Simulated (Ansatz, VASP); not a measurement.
## Two plane-wave programs on AlN

```
CELL_PARAMETERS angstrom
3.11100 0.00000 0.00000
-1.55550 2.69421 0.00000
0.00000 0.00000 4.97800
ATOMIC_POSITIONS crystal
Al 0.33333 0.66667 0.00000
Al 0.66667 0.33333 0.50000
N 0.33333 0.66667 0.38500
N 0.66667 0.33333 0.88500
```

Alike in both runs: task electric field gradients; functional PBEsol; k mesh 11 × 11 × 6; occupations fermi-dirac, width 0.02 eV; no spin polarisation.

```csv
,VASP,Ansatz
version,VASP 6.6.1,Ansatz 0.2.0
potentials or method,"VASP PAW PBE potentials, release 64 (Al, N)","PAW with Ansatz's default frozen-core files, scalar-relativistic"
plane-wave cutoff (eV),520,420
valence electrons in the cell,16,16
```

```csv
,VASP,Ansatz,Ansatz less VASP
gap on the k mesh at the Fermi level (eV),4.09,4.07,-0.017
pressure (GPa),0.5,0.6,+0.02
largest component of the traceless stress (GPa),1.33,1.31,-0.014
rms of the force components (eV/Å),0.103,0.102,-0.0008
Vzz of the field gradient on the site that differs most (V/Å²),0.7,0.4,-0.31
```

Atom by atom the forces differ by 0.001 eV/Å (rms over components).

Caveats: the PAW data sets were made with another functional, which shifts forces and pressure a little (VASP); an odd mesh through Γ misses points on the zone boundary, where band edges often lie. PBEsol gaps usually lie below the measured ones, often by a third to a half.
